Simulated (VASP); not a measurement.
Method: r2SCAN meta-GGA, VASP's PBE PAW potentials (set 64) (plane waves; VASP 6.6.1).

A VASP calculation is set up with these files.

### KPOINTS
```
K-points
0
Gamma
5 5 5
0 0 0
```

### INCAR
```
SYSTEM  =  CsI
PREC  =  Accurate; ENCUT  =  520; LREAL  =  F
LASPH  =  T
EDIFF  =  1E-6; NELM  =  100; ALGO  =  Normal
LMAXMIX  =  4; LMIXTAU  =  T
ISMEAR  =  0; SIGMA  =  0.05
METAGGA  =  R2SCAN
IBRION  =  2; NSW  =  60; ISIF  =  3
EDIFFG  =  -0.01
LWAVE  =  F; LCHARG  =  F
```

### POSCAR
```
CsI
1
    4.6104765356     0.0000000000    -0.0000000000
    0.0000000000     4.6104765356    -0.0000000000
    0.0000000000     0.0000000000     4.6104765356
Cs I
1 1
Direct
  0.0000000000   0.0000000000   0.0000000000
  0.5000000000   0.5000000000   0.5000000000
```

POTCAR, in this order: Cs_sv I (PBE.64 set). Program: vasp_std.

What VASP printed:

OSZICAR:
```
       N       E                     dE             d eps       ncg     rms          rms(c)
DAV:   1     0.410199990730E+02    0.41020E+02   -0.62147E+03   240   0.111E+03
DAV:   2    -0.489036356508E+02   -0.89924E+02   -0.83378E+02   344   0.164E+02
DAV:   3    -0.562033061174E+02   -0.72997E+01   -0.72807E+01   312   0.551E+01
DAV:   4    -0.562984126455E+02   -0.95107E-01   -0.95092E-01   272   0.779E+00
DAV:   5    -0.562996425832E+02   -0.12299E-02   -0.12299E-02   312   0.918E-01    0.208E+00
DAV:   6    -0.537813117042E+02    0.25183E+01   -0.42936E-01   252   0.557E+00    0.201E+00
DAV:   7    -0.526023417512E+02    0.11790E+01   -0.44564E-01   244   0.497E+00    0.721E-01
DAV:   8    -0.530877118146E+02   -0.48537E+00   -0.28229E-01   240   0.576E+00    0.381E-01
DAV:   9    -0.529860564036E+02    0.10166E+00   -0.20483E-01   240   0.458E+00    0.272E-01
DAV:  10    -0.530105847589E+02   -0.24528E-01   -0.20357E-01   240   0.488E+00    0.325E-01
DAV:  11    -0.530735043003E+02   -0.62920E-01   -0.21227E-02   240   0.180E+00    0.151E-01
DAV:  12    -0.531198033273E+02   -0.46299E-01   -0.51780E-02   240   0.318E+00    0.129E-01
DAV:  13    -0.531193286199E+02    0.47471E-03   -0.62864E-04   300   0.258E-01    0.858E-02
DAV:  14    -0.531242496747E+02   -0.49211E-02   -0.91791E-03   240   0.111E+00    0.340E-02
DAV:  15    -0.531246877935E+02   -0.43812E-03   -0.29019E-04   268   0.208E-01    0.153E-02
DAV:  16    -0.531253219636E+02   -0.63417E-03   -0.28782E-04   248   0.230E-01    0.934E-03
DAV:  17    -0.531254373650E+02   -0.11540E-03   -0.68774E-05   268   0.109E-01    0.503E-03
DAV:  18    -0.531254672116E+02   -0.29847E-04   -0.14994E-05   248   0.500E-02    0.298E-03
DAV:  19    -0.531254676919E+02   -0.48025E-06   -0.10663E-06   220   0.121E-02
   1 F= -.53125468E+02 E0= -.53125468E+02  d E =-.531255E+02
       N       E                     dE             d eps       ncg     rms          rms(c)
DAV:   1    -0.531257049318E+02   -0.23772E-03   -0.51636E-03   244   0.429E-01    0.753E-02
DAV:   2    -0.531255525134E+02    0.15242E-03   -0.22683E-04   240   0.109E-01    0.353E-02
DAV:   3    -0.531254982153E+02    0.54298E-04   -0.19261E-04   240   0.896E-02    0.206E-02
DAV:   4    -0.531254991556E+02   -0.94030E-06   -0.26352E-06   264   0.137E-02
   2 F= -.53125499E+02 E0= -.53125499E+02  d E =-.314637E-04
```

### OUTCAR
```
------------------------ aborting loop because EDIFF is reached ----------------------------------------
  FORCE on cell =-STRESS in cart. coord.  units (eV):
  Direction    XX          YY          ZZ          XY          YZ          ZX
  --------------------------------------------------------------------------------------
  Total        0.0047571      0.0047571      0.0047571     -0.0000000     -0.0000000     -0.0000000
  in kB        0.0776255      0.0776255      0.0776255     -0.0000000     -0.0000000     -0.0000000
  external PRESSURE =       0.0776255 kB  Pullay stress =       0.0000000 kB
  volume of cell :       98.19
      direct lattice vectors                 reciprocal lattice vectors
     4.613357227  0.000000000  0.000000000     0.216761883  0.000000000 -0.000000000
    -0.000000000  4.613357227  0.000000000    -0.000000000  0.216761883  0.000000000
     0.000000000 -0.000000000  4.613357227    -0.000000000 -0.000000000  0.216761883
 POSITION                                       TOTAL-FORCE (eV/Angst)
 -----------------------------------------------------------------------------------
      0.00000      0.00000      0.00000         0.000000     -0.000000      0.000000
      2.30668      2.30668      2.30668        -0.000000      0.000000      0.000000
 -----------------------------------------------------------------------------------
    total drift:                               -0.000000      0.000000      0.000000
  FREE ENERGIE OF THE ION-ELECTRON SYSTEM (eV)
  ---------------------------------------------------
  free  energy   TOTEN  =       -53.1254991556 eV

  energy  without entropy=      -53.1254991556  energy(sigma->0) =      -53.12549916

 reached required accuracy - stopping structural energy minimisation
```
(Selected blocks of OUTCAR.)

**CONTCAR**
```
CsI
   1.00000000000000
     4.6133572268455261    0.0000000000000000    0.0000000000000000
    -0.0000000000000000    4.6133572268455261    0.0000000000000000
     0.0000000000000000   -0.0000000000000000    4.6133572268455261
  Cs              I
     1     1
Direct
     0.0000000000000000    0.0000000000000000    0.0000000000000000
     0.5000000000000000    0.5000000000000000    0.5000000000000000
```

**OUTCAR**
```
 val. band max:        0.2910670793   @ k =   0.4000   0.4000   0.0000

 cond. band min:       4.8178909168   @ k =   0.0000   0.0000   0.0000


 Fermi energy:         0.5751948513

 k-point     1 :       0.0000    0.0000    0.0000
  band No.  band energies     occupation
      1     -20.6706      2.00000
      2     -10.5862      2.00000
      3      -7.0012      2.00000
      4      -7.0012      2.00000
      5      -7.0012      2.00000
      6       0.2401      2.00000
      7       0.2401      2.00000
      8       0.2401      2.00000
      9       4.8179      0.00000
     10       4.9872      0.00000
     11       4.9872      0.00000
     12       8.6694      0.00000

 k-point     2 :       0.2000    0.0000    0.0000
  band No.  band energies     occupation
      1     -20.6629      2.00000
      2     -10.5882      2.00000
      3      -7.0488      2.00000
      4      -6.9818      2.00000
      5      -6.9818      2.00000
      6      -0.3349      2.00000
      7       0.1964      2.00000
      8       0.1964      2.00000
      9       5.2257      0.00000
     10       5.5422      0.00000
     11       5.8495      0.00000
     12       8.5730      0.00000

 k-point     3 :       0.4000    0.0000    0.0000
  band No.  band energies     occupation
      1     -20.6502      2.00000
      2     -10.5943      2.00000
      3      -7.1119      2.00000
      4      -6.9498      2.00000
      5      -6.9498      2.00000
      6      -1.0435      2.00000
      7       0.1228      2.00000
      8       0.1228      2.00000
      9       5.8230      0.00000
     10       6.9668      0.00000
     11       7.3026      0.00000
     12       7.9969      0.00000

 k-point     4 :       0.2000    0.2000    0.0000
  band No.  band energies     occupation
      1     -20.6553      2.00000
      2     -10.5698      2.00000
      3      -7.1189      2.00000
      4      -7.0002      2.00000
      5      -6.9648      2.00000
      6      -0.4230      2.00000
...
```

Unless said otherwise, spin-orbit coupling is left out, though it shifts the bands of the heavy elements here.

The compound is CsI in the CsCl type structure. This run relaxes it. Symmetry was kept, so distortions that lower it aren't found. The start is the result of an earlier pass.
